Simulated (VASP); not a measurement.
# Born charge of ZnS from moved atoms, part 2 of 3

Wanted: a Born charge of ZnS from Berry phases. The cell is of the zinc-blende type, one of the forms listed for this formula, which need not be the common one. The start is a cell from a database of measured crystal structures.

VASP 6.6.1, plane waves and PAW; the level of theory is named at each step.

So far. Step 2 (Ground state): The cell has a gap of 1.88 eV on this mesh and a pressure of -4.4 GPa, which holds the misfit of the given cell and coordinates with this functional, and any error of cutoff, mesh and data sets.

The database entry behind the starting cell differs from later determinations by our own check (about 0.1 % short), so it need not match the best structure at ambient conditions.

## 3. Linear response

Level of this step: LDA; plane waves and PAW (Zn, S) (VASP).

Perturbation theory (LEPSILON) gives the dielectric tensor with local fields, and the Born charges.

INCAR reads:

```
SYSTEM = ZnS
PREC = Accurate
ENCUT = 400
EDIFF = 1E-08
NELM = 100
ISMEAR = 0
SIGMA = 0.01
LREAL = .FALSE.
ALGO = Normal
GGA = CA
NBANDS = 15
LWAVE = .FALSE.
LCHARG = .FALSE.
KPAR = 2
LEPSILON = .TRUE.
```

POSCAR reads:

```
ZnS
1.0
    0.0000000000      2.7020000000      2.7020000000
    2.7020000000      0.0000000000      2.7020000000
    2.7020000000      2.7020000000      0.0000000000
Zn S
1 1
Direct
    0.7500000000      0.7500000000      0.7500000000
    0.0000000000      0.0000000000      0.0000000000
```

KPOINTS reads:

```
Automatic mesh
0
Gamma
8 8 8
0 0 0
```

PAW data sets: Zn and S (PBE family, release 64).

The run is started by

```
> mpirun -np 2 vasp_std
```

What it wrote:

```text
[banner, memory and clock lines left out]
running    2 mpi-ranks, on    1 nodes
 distrk:  each k-point on    1 cores,    2 groups
 distr:  one band on    1 cores,    1 groups

 POSCAR found type information on POSCAR ZnS
 POSCAR found :  2 types and       2 ions
 [... a notice as in an earlier step ...]

 LDA part: xc-table for (Slater(with rela. corr.)+CA(PZ))
 , standard interpolation
 POSCAR, INCAR and KPOINTS ok, starting setup
 FFT: planning ... GRIDC
 FFT: planning ... GRID_SOFT
 FFT: planning ... GRID
 WAVECAR not read
 entering main loop
       N       E                     dE             d eps       ncg     rms          rms(c)
[... 12 cycles as in an earlier step ...]
DAV:  13    -0.820406745198E+01    0.73888E-07   -0.36378E-07  1191   0.636E-03    0.720E-04
DAV:  14    -0.820406745583E+01   -0.38451E-08   -0.34230E-08  1038   0.144E-03
   1 F= -.82040675E+01 E0= -.82040675E+01  d E =-.169696E-17
 Linear response reoptimize wavefunctions to high precision
DAV:   1    -0.820406745558E+01    0.25284E-09   -0.72502E-10   771   0.909E-04
DAV:   2    -0.820406745561E+01   -0.34333E-10   -0.41464E-10   547   0.158E-04
 Linear response G [H, r] |phi>, progress :
  Direction:   1
       N       E                     dE             d eps       ncg     rms
RMM:   1    -0.517186571804E+02   -0.51719E+02    0.10486E+02  1489   0.695E+01
RMM:   2    -0.510544217348E+02    0.66424E+00   -0.10016E+01  1501   0.250E+01
RMM:   3    -0.512091724147E+02   -0.15475E+00   -0.55114E-01  1617   0.585E+00
RMM:   4    -0.512200154509E+02   -0.10843E-01   -0.17564E-02  1651   0.114E+00
RMM:   5    -0.512205109921E+02   -0.49554E-03   -0.12364E-03  1693   0.267E-01
RMM:   6    -0.512206128657E+02   -0.10187E-03   -0.31659E-04  1705   0.704E-02
RMM:   7    -0.512205982555E+02    0.14610E-04   -0.40356E-05  1731   0.206E-02
RMM:   8    -0.512206009012E+02   -0.26457E-05   -0.44551E-05  1719   0.724E-03
RMM:   9    -0.512205998680E+02    0.10332E-05   -0.26714E-05  1570   0.284E-03
RMM:  10    -0.512205987464E+02    0.11217E-05    0.26650E-05  1320   0.159E-03
RMM:  11    -0.512205972509E+02    0.14955E-05    0.71266E-06  1154   0.107E-03
RMM:  12    -0.512205971209E+02    0.12998E-06    0.60678E-05   995   0.947E-04
RMM:  13    -0.512205970834E+02    0.37502E-07    0.27413E-05   922   0.891E-04
RMM:  14    -0.512205969118E+02    0.17154E-06    0.79539E-05   863   0.875E-04
RMM:  15    -0.512205969870E+02   -0.75166E-07    0.48715E-05   807   0.871E-04
 Linear response G [H, r] |phi>, progress :
  Direction:   2
       N       E                     dE             d eps       ncg     rms
RMM:   1    -0.523962191938E+02   -0.52396E+02    0.80173E+01  1495   0.679E+01
RMM:   2    -0.523765792910E+02    0.19640E-01   -0.84851E+00  1485   0.235E+01
RMM:   3    -0.524985712700E+02   -0.12199E+00   -0.43363E-01  1603   0.520E+00
RMM:   4    -0.525074419135E+02   -0.88706E-02   -0.13288E-02  1653   0.104E+00
RMM:   5    -0.525079912338E+02   -0.54932E-03   -0.12250E-03  1676   0.257E-01
RMM:   6    -0.525080885488E+02   -0.97315E-04   -0.26918E-04  1698   0.708E-02
RMM:   7    -0.525080725884E+02    0.15960E-04    0.20215E-05  1725   0.211E-02
RMM:   8    -0.525080759765E+02   -0.33881E-05    0.83226E-06  1703   0.766E-03
RMM:   9    -0.525080740834E+02    0.18931E-05    0.26854E-05  1555   0.302E-03
RMM:  10    -0.525080743263E+02   -0.24289E-06    0.11336E-06  1307   0.164E-03
RMM:  11    -0.525080746356E+02   -0.30934E-06   -0.34804E-06  1177   0.105E-03
RMM:  12    -0.525080764038E+02   -0.17682E-05   -0.33256E-05  1029   0.887E-04
RMM:  13    -0.525080766582E+02   -0.25435E-06   -0.30986E-05   952   0.814E-04
RMM:  14    -0.525080768243E+02   -0.16615E-06   -0.31487E-05   906   0.806E-04
RMM:  15    -0.525080767973E+02    0.27027E-07   -0.10571E-05   869   0.786E-04
RMM:  16    -0.525080767378E+02    0.59529E-07   -0.19873E-05   814   0.793E-04
 Linear response G [H, r] |phi>, progress :
  Direction:   3
       N       E                     dE             d eps       ncg     rms
RMM:   1    -0.382673142344E+02   -0.38267E+02    0.24765E+02  1398   0.757E+01
RMM:   2    -0.415537059598E+02   -0.32864E+01   -0.81575E+00  1515   0.245E+01
RMM:   3    -0.418677656874E+02   -0.31406E+00   -0.65281E-01  1585   0.589E+00
RMM:   4    -0.418730741611E+02   -0.53085E-02   -0.82177E-03  1625   0.123E+00
RMM:   5    -0.418749025580E+02   -0.18284E-02   -0.29405E-03  1678   0.309E-01
RMM:   6    -0.418749223951E+02   -0.19837E-04   -0.36963E-05  1680   0.845E-02
RMM:   7    -0.418749404260E+02   -0.18031E-04   -0.30773E-05  1696   0.242E-02
RMM:   8    -0.418749406628E+02   -0.23685E-06   -0.25587E-06  1686   0.762E-03
RMM:   9    -0.418749406515E+02    0.11316E-07    0.18262E-06  1506   0.258E-03
RMM:  10    -0.418749409321E+02   -0.28056E-06    0.26594E-06  1262   0.108E-03
RMM:  11    -0.418749409483E+02   -0.16249E-07   -0.33496E-07  1159   0.563E-04
RMM:  12    -0.418749409518E+02   -0.34172E-08    0.80456E-07  1055   0.400E-04
RMM:  13    -0.418749409501E+02    0.16435E-08    0.17385E-06   924   0.345E-04
RMM:  14    -0.418749409543E+02   -0.41689E-08    0.25677E-06   839   0.326E-04
RMM:  15    -0.418749409559E+02   -0.16489E-08    0.51967E-06   773   0.316E-04
RMM:  16    -0.418749409512E+02    0.47129E-08    0.18148E-06   723   0.313E-04
RMM:  17    -0.418749409533E+02   -0.21077E-08    0.57254E-06   688   0.313E-04
 Linear response to external field (no local field effect), progress :
  Direction:   1
       N       E                     dE             d eps       ncg     rms          rms(c)
RMM:   1    -0.693909524569E+00   -0.69391E+00   -0.28676E+00  1192   0.389E+00
RMM:   2    -0.733810736501E+00   -0.39901E-01   -0.14608E-02  1539   0.837E-01
RMM:   3    -0.734233199811E+00   -0.42246E-03   -0.55577E-04  1576   0.150E-01
RMM:   4    -0.734245084620E+00   -0.11885E-04   -0.56345E-05  1584   0.312E-02
RMM:   5    -0.734246099999E+00   -0.10154E-05   -0.61629E-06  1603   0.861E-03
RMM:   6    -0.734246198271E+00   -0.98272E-07   -0.13262E-06  1599   0.280E-03
RMM:   7    -0.734246233882E+00   -0.35612E-07   -0.19313E-07  1393   0.104E-03
RMM:   8    -0.734246233656E+00    0.22613E-09   -0.19284E-08  1058   0.423E-04
 change of polarisation eV/A/(eV/A) component  1 :     1.468     0.658     0.169
 dielectric tensor                  component  1 :     7.735     3.018     0.775
 Linear response to external field (no local field effect), progress :
  Direction:   2
       N       E                     dE             d eps       ncg     rms          rms(c)
RMM:   1    -0.720182150337E+00   -0.72018E+00   -0.29817E+00  1194   0.388E+00
RMM:   2    -0.763850293858E+00   -0.43668E-01   -0.16053E-02  1539   0.853E-01
RMM:   3    -0.764198526479E+00   -0.34823E-03   -0.46548E-04  1558   0.149E-01
RMM:   4    -0.764208181858E+00   -0.96554E-05   -0.50701E-05  1568   0.319E-02
RMM:   5    -0.764209595183E+00   -0.14133E-05   -0.55440E-06  1585   0.908E-03
RMM:   6    -0.764209637082E+00   -0.41899E-07   -0.99824E-07  1591   0.300E-03
RMM:   7    -0.764209666567E+00   -0.29485E-07   -0.14497E-07  1370   0.112E-03
RMM:   8    -0.764209665125E+00    0.14421E-08    0.13401E-08  1031   0.453E-04
 change of polarisation eV/A/(eV/A) component  2 :     0.658     1.528    -0.224
 dielectric tensor                  component  2 :     3.018     8.010    -1.027
 Linear response to external field (no local field effect), progress :
  Direction:   3
       N       E                     dE             d eps       ncg     rms          rms(c)
RMM:   1    -0.369201623764E+00   -0.36920E+00   -0.13574E+00  1193   0.341E+00
RMM:   2    -0.397862417585E+00   -0.28661E-01   -0.13142E-02  1577   0.739E-01
RMM:   3    -0.398149172069E+00   -0.28675E-03   -0.38542E-04  1529   0.126E-01
RMM:   4    -0.398156434437E+00   -0.72624E-05   -0.30589E-05  1563   0.223E-02
RMM:   5    -0.398156624763E+00   -0.19033E-06   -0.31889E-06  1587   0.543E-03
RMM:   6    -0.398156678697E+00   -0.53934E-07   -0.50083E-07  1568   0.154E-03
RMM:   7    -0.398156706471E+00   -0.27773E-07   -0.78527E-08  1330   0.529E-04
RMM:   8    -0.398156706381E+00    0.89929E-10    0.24173E-08  1000   0.218E-04
 change of polarisation eV/A/(eV/A) component  3 :     0.168    -0.224     0.796
 dielectric tensor                  component  3 :     0.773    -1.027     4.652
 Linear response to external field, progress :
  Direction:   1
       N       E                     dE             d eps       ncg     rms          rms(c)
RMM:   1    -0.594784545837E+00   -0.59478E+00   -0.24058E+00  3842   0.373E+00
RMM:   2    -0.631840165817E+00   -0.37056E-01   -0.14671E-02  5125   0.813E-01    0.138E+00
RMM:   3    -0.595050703230E+00    0.36789E-01   -0.26383E-02  4944   0.859E-01    0.722E-01
RMM:   4    -0.601687266927E+00   -0.66366E-02   -0.18899E-02  5047   0.725E-01    0.183E-01
RMM:   5    -0.609174366201E+00   -0.74871E-02   -0.10872E-03  5071   0.191E-01    0.358E-02
RMM:   6    -0.609950091479E+00   -0.77573E-03   -0.13091E-04  5088   0.625E-02    0.214E-02
RMM:   7    -0.610206697838E+00   -0.25661E-03   -0.17418E-05  5120   0.186E-02    0.142E-03
RMM:   8    -0.610217072276E+00   -0.10374E-04   -0.14135E-06  5308   0.379E-03    0.103E-03
RMM:   9    -0.610215901075E+00    0.11712E-05   -0.41967E-07  5365   0.130E-03    0.287E-04
RMM:  10    -0.610218929338E+00   -0.30283E-05   -0.29022E-07  4949   0.378E-04    0.153E-04
RMM:  11    -0.610219249873E+00   -0.32053E-06   -0.38914E-07  4526   0.164E-04    0.138E-05
RMM:  12    -0.610218550708E+00    0.69916E-06    0.31166E-07  2725   0.711E-05    0.344E-06
 change of polarisation eV/A/(eV/A) component  1 :     1.158     0.284     0.143
 dielectric tensor                  component  1 :     6.313     1.301     0.656
 Linear response to external field, progress :
  Direction:   2
       N       E                     dE             d eps       ncg     rms          rms(c)
RMM:   1    -0.594774127785E+00   -0.59477E+00   -0.24057E+00  3841   0.373E+00
RMM:   2    -0.631835878853E+00   -0.37062E-01   -0.14628E-02  5123   0.812E-01    0.138E+00
RMM:   3    -0.595045546640E+00    0.36790E-01   -0.26384E-02  4941   0.860E-01    0.722E-01
RMM:   4    -0.601683679860E+00   -0.66381E-02   -0.18904E-02  5045   0.725E-01    0.183E-01
RMM:   5    -0.609171271344E+00   -0.74876E-02   -0.10859E-03  5071   0.191E-01    0.356E-02
RMM:   6    -0.609951387886E+00   -0.78012E-03   -0.12518E-04  5086   0.623E-02    0.213E-02
RMM:   7    -0.610207390848E+00   -0.25600E-03   -0.17575E-05  5111   0.185E-02    0.143E-03
RMM:   8    -0.610217296898E+00   -0.99060E-05   -0.12181E-06  5310   0.376E-03    0.104E-03
RMM:   9    -0.610215750501E+00    0.15464E-05   -0.31928E-07  5360   0.129E-03    0.287E-04
RMM:  10    -0.610219752797E+00   -0.40023E-05   -0.50828E-07  4951   0.373E-04    0.150E-04
RMM:  11    -0.610219788790E+00   -0.35993E-07   -0.21949E-07  4519   0.162E-04    0.139E-05
RMM:  12    -0.610219038946E+00    0.74984E-06    0.22121E-07  2711   0.702E-05    0.338E-06
 change of polarisation eV/A/(eV/A) component  2 :     0.273     1.158     0.118
 dielectric tensor                  component  2 :     1.254     6.313     0.543
 Linear response to external field, progress :
  Direction:   3
       N       E                     dE             d eps       ncg     rms          rms(c)
RMM:   1    -0.594722076537E+00   -0.59472E+00   -0.24052E+00  3842   0.373E+00
RMM:   2    -0.631878590510E+00   -0.37157E-01   -0.14905E-02  5124   0.813E-01    0.138E+00
RMM:   3    -0.595052045136E+00    0.36827E-01   -0.26254E-02  4940   0.859E-01    0.721E-01
RMM:   4    -0.601688446629E+00   -0.66364E-02   -0.18870E-02  5044   0.725E-01    0.183E-01
RMM:   5    -0.609179844389E+00   -0.74914E-02   -0.10870E-03  5073   0.191E-01    0.358E-02
RMM:   6    -0.609949849481E+00   -0.77001E-03   -0.12978E-04  5084   0.629E-02    0.214E-02
RMM:   7    -0.610207488366E+00   -0.25764E-03   -0.18025E-05  5115   0.188E-02    0.144E-03
RMM:   8    -0.610217733907E+00   -0.10246E-04   -0.15871E-06  5301   0.384E-03    0.104E-03
RMM:   9    -0.610215135363E+00    0.25985E-05   -0.51552E-07  5362   0.132E-03    0.287E-04
RMM:  10    -0.610219408256E+00   -0.42729E-05   -0.12910E-07  4955   0.386E-04    0.153E-04
RMM:  11    -0.610219701765E+00   -0.29351E-06   -0.72546E-08  4524   0.163E-04    0.144E-05
RMM:  12    -0.610219716042E+00   -0.14277E-07   -0.46505E-08  2754   0.712E-05    0.329E-06
 change of polarisation eV/A/(eV/A) component  3 :     0.215     0.212     1.158
 dielectric tensor                  component  3 :     0.988     0.970     6.313
 Born effective charges drift removed
```

The job ended after 3.4 min (2 MPI ranks of AMD EPYC 7R43, shared host; peak memory 0.38 GiB; 6 min of CPU time).

Parts of OUTCAR (step 3):

```text
The static configuration has the point symmetry T_d .

 Found     29 irreducible k-points:

   NELECT =      18.0000    total number of electrons

  Total       -1.0889791     -1.0889791     -1.0889791     -0.0000000      0.0000000      0.0000000
  in kB      -44.2225814    -44.2225814    -44.2225814     -0.0000000      0.0000000      0.0000000
  external PRESSURE =     -44.2225814 kB  Pullay stress =       0.0000000 kB

 MACROSCOPIC STATIC DIELECTRIC TENSOR (including local field effects in DFT)
 ------------------------------------------------------
           6.312832     0.000000     0.000000
           0.000000     6.312832    -0.000000
           0.000000     0.000000     6.312832
 ------------------------------------------------------

 PIEZOELECTRIC TENSOR (including local field effects)  for field in x, y, z        (C/m^2)
          XX          YY          ZZ          XY          YZ          ZX
  --------------------------------------------------------------------------------
  x    -0.00000     0.00000    -0.00000     0.00000    -0.68823     0.00000
  y    -0.00000    -0.00000     0.00000     0.00000     0.00000    -0.68823
  z     0.00000    -0.00000     0.00000    -0.68823     0.00000     0.00000

 BORN EFFECTIVE CHARGES (including local field effects) (in |e|, cummulative output)
 ---------------------------------------------------------------------------------
 ion    1
    1     2.00432    -0.00000     0.00000
    2    -0.00000     2.00432    -0.00000
    3     0.00000    -0.00000     2.00432
 ion    2
    1    -2.00432     0.00000    -0.00000
    2     0.00000    -2.00432     0.00000
    3    -0.00000     0.00000    -2.00432

[... 10 parts as in an earlier step ...]
```

Energies printed during the response cycles are not total energies of the cell. The dielectric response converges more slowly with the mesh than energies do, so tensor and charges may still move on a finer one.

This step gave:

* pressure: -4.422 GPa

Electronic dielectric tensor with local fields:

```
6.31 0.00 0.00
0.00 6.31 0.00
0.00 0.00 6.31
```

Born effective charge (e), principal values of the symmetric part by kind of site:

```tsv
atom	atoms with these values	low	middle	high	mean
Zn1	1	2.00	2.00	2.00	2.00
S2	1	-2.00	-2.00	-2.00	-2.00
```

In full for Zn1:

```
2.00 0.00 0.00
0.00 2.00 0.00
0.00 0.00 2.00
```

Piezoelectric tensor with clamped ions (C/m²), by row:

```tsv
field	xx	yy	zz	xy	yz	zx
x	0	0	0	0	-0.6882	0
y	0	0	0	0	0	-0.6882
z	0	0	0	-0.6882	0	0
```

The mean electronic (clamped-ion) dielectric constant is 6.31. No finer mesh was run, so at a direct gap of this size the value isn't shown to be converged.

## 4. Berry phase, displacement (A) -0.04

This step: LDA, displaced atoms; plane waves and PAW (Zn, S) (VASP 6.6.1).

One atom is moved along a line, and LCALCPOL gives the Berry-phase dipole at each place.

Edit INCAR of step 3 so:

```diff
@@ -14,2 +14,3 @@
 KPAR = 2
-LEPSILON = .TRUE.
+LCALCPOL = .TRUE.
+DIPOL = 0.125 0.125 0.125
```

Edit POSCAR of step 3 so:

```diff
@@ -8,3 +8,3 @@
 Direct
-    0.7500000000      0.7500000000      0.7500000000
+    0.7425980755      0.7574019245      0.7425980755
     0.0000000000      0.0000000000      0.0000000000
```

KPOINTS is that of step 3.

The run is started by

```
> mpirun -np 2 vasp_std
```

What it wrote:

```text
[... set-up lines as in an earlier step ...]
 entering main loop
       N       E                     dE             d eps       ncg     rms          rms(c)
DAV:   1     0.722451007869E+02    0.72245E+02   -0.73898E+03  2850   0.118E+03
DAV:   2    -0.408815631118E+01   -0.76333E+02   -0.71687E+02  3319   0.235E+02
DAV:   3    -0.859087111825E+01   -0.45027E+01   -0.44835E+01  3494   0.577E+01
DAV:   4    -0.863423561149E+01   -0.43364E-01   -0.43355E-01  3564   0.599E+00
DAV:   5    -0.863474371044E+01   -0.50810E-03   -0.50808E-03  3627   0.611E-01    0.616E+00
DAV:   6    -0.822450294035E+01    0.41024E+00   -0.96933E-01  4035   0.370E+01    0.485E+00
DAV:   7    -0.820556723042E+01    0.18936E-01   -0.25117E-01  3431   0.536E+00    0.236E+00
DAV:   8    -0.820016639419E+01    0.54008E-02   -0.54072E-03  3568   0.821E-01    0.615E-01
DAV:   9    -0.819964432290E+01    0.52207E-03   -0.87519E-04  3607   0.279E-01    0.816E-02
DAV:  10    -0.819966646946E+01   -0.22147E-04   -0.10859E-04  3697   0.139E-01    0.259E-02
DAV:  11    -0.819966395111E+01    0.25183E-05   -0.32595E-05  3564   0.101E-01    0.727E-03
DAV:  12    -0.819966397384E+01   -0.22723E-07   -0.21442E-06  4499   0.293E-02    0.340E-03
DAV:  13    -0.819966389118E+01    0.82661E-07   -0.38672E-07  3852   0.656E-03    0.754E-04
DAV:  14    -0.819966389523E+01   -0.40568E-08   -0.37386E-08  3648   0.151E-03
 p_tot=( -0.257E+02 -0.257E+02 -0.257E+02 )
   1 F= -.81996639E+01 E0= -.81996639E+01  d E =-.676323E-14
```

Elapsed: 78 s, on 2 MPI ranks; peak memory 0.29 GiB.

From OUTCAR (step 4):

```text
 Subroutine GETGRP returns: Found  4 space group operations
 (whereof  4 operations were pure point group operations)

The static configuration has the point symmetry C_2v.

 Found     95 irreducible k-points:

   k-points           NKPTS =     95   k-points in BZ     NKDIM =     95   number of bands    NBANDS=     15

   NELECT =      18.0000    total number of electrons

 E-fermi :   1.9303

 k-point     1 :       0.0000    0.0000    0.0000
  band No.  band energies     occupation
    ...
      5      -4.1422      2.00000
      6      -4.1416      2.00000
      7       1.8079      2.00000
      8       1.8517      2.00000
      9       1.8843      2.00000
     10       3.7327      0.00000
     11       8.0973      0.00000
     12       8.1137      0.00000
     13       8.1417      0.00000
     14      13.3479      0.00000
    ...

 k-point     2 :       0.1250    0.0000    0.0000
  band No.  band energies     occupation
    ...
      5      -4.1441      2.00000
      6      -4.1441      2.00000
      7       0.6566      2.00000
      8       1.6774      2.00000
      9       1.7352      2.00000
     10       4.5935      0.00000
     11       8.0146      0.00000
     12       8.3474      0.00000
     13       8.4068      0.00000
     14      12.9765      0.00000
    ...

            Ionic dipole moment: p[ion]=(   -28.37100   -28.85100   -28.37100 ) |e| Angst

 Total electronic dipole moment: p[elc]=(     2.70581     3.10593     2.70581 ) |e| Angst

  Total       -1.0702933     -1.0818043     -1.0702933      0.0000000      0.0000000     -0.1859192
  in kB      -43.4637658    -43.9312188    -43.4637658      0.0000000      0.0000000     -7.5500303
  external PRESSURE =     -43.6195835 kB  Pullay stress =       0.0000000 kB

 POSITION                                       TOTAL-FORCE (eV/Angst)
 -----------------------------------------------------------------------------------
      4.05300      4.01300      4.05300         0.000000      0.219710      0.000000
      0.00000      0.00000      0.00000         0.000000     -0.219710      0.000000
 -----------------------------------------------------------------------------------
    total drift:                                0.000002      0.000372      0.000002

  FREE ENERGIE OF THE ION-ELECTRON SYSTEM (eV)
  ---------------------------------------------------
  free  energy   TOTEN  =        -8.1996638952 eV

  energy  without entropy=       -8.1996638952  energy(sigma->0) =       -8.19966390

[... 4 parts as in an earlier step ...]

[... 7 further parts left out ...]
```

Numbers from this step:

```yaml
free_energy_toten: -8.200 eV
fermi_energy: 1.930 eV
pressure: -4.362 GPa
dipole_ionic: -28.37, -28.85, -28.37 e·Å
dipole_electronic: 2.706, 3.106, 2.706 e·Å
polarization_branch: -1042, -1045, -1042 uC/cm², modulo the quantum
gap_on_the_k_mesh: 1.848 eV
least_direct_gap_on_the_k_mesh: 1.848 eV
```

At -0.04 Å the ionic and electronic dipoles along y are -28.851 and 3.106 e Å.

(Continued in part 3 of 3.)

[Lines on the potential files, build, host, timing and source positions are cut from VASP's logs without a mark.]

[Logs are printed without paths, hosts, clocks, repeated set-up lines and the standing remarks that a program may print on its own settings, such as how far it seeks lower states.]

[Hosts, paths, dates, database ids (printed as entryN), source tags and the programs' standing remarks are cut or masked in the printed files.]
